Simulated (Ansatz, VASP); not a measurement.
## Two plane-wave programs on H4C

```
H C
1.0
    -2.47892    2.47892    2.47892
     2.47892   -2.47892    2.47892
     2.47892    2.47892   -2.47892
H C
4 1
Cartesian
  1.8501 1.8501 -1.8501
  -1.8501 1.8501 1.8501
  1.8501 -1.8501 1.8501
  0.6289 0.6289 0.6289
  0.0000 0.0000 0.0000
```

The cell comes from a database or a generator and needn't be the stable form of this composition.

Alike in both runs: task single point; functional PBEsol; k mesh 6 × 6 × 6; occupations gaussian, width 0.05 eV; no spin polarisation.

|  | VASP | Ansatz |
| --- | --- | --- |
| version | VASP 6.6.1 | Ansatz 0.2.0 |
| potentials or method | VASP PAW PBE potentials, release 64 (H, C) | scalar-relativistic, plane waves, PAW |
| plane-wave cutoff (eV) | 520 | 420 |
| valence electrons in the cell | 8 | 8 |

|  | VASP | Ansatz | Ansatz less VASP |
| --- | --- | --- | --- |
| gap on the k mesh at the Fermi level (eV) | 7.68 | 7.68 | +0.003 |
| least direct gap on the mesh (eV) | 7.68 | 7.68 | +0.003 |
| pressure (GPa) | 1.1 | 1.1 | +0.03 |
| rms of the force components (eV/Å) | 0.174 | 0.157 | -0.0171 |

Atom by atom the forces differ by 0.017 eV/Å (rms over components).

Caveats: the PAW data sets were made with another functional, which shifts forces and pressure a little (VASP). A k mesh can miss the band edges. PBEsol gaps usually lie below the measured ones, often by a third to a half.
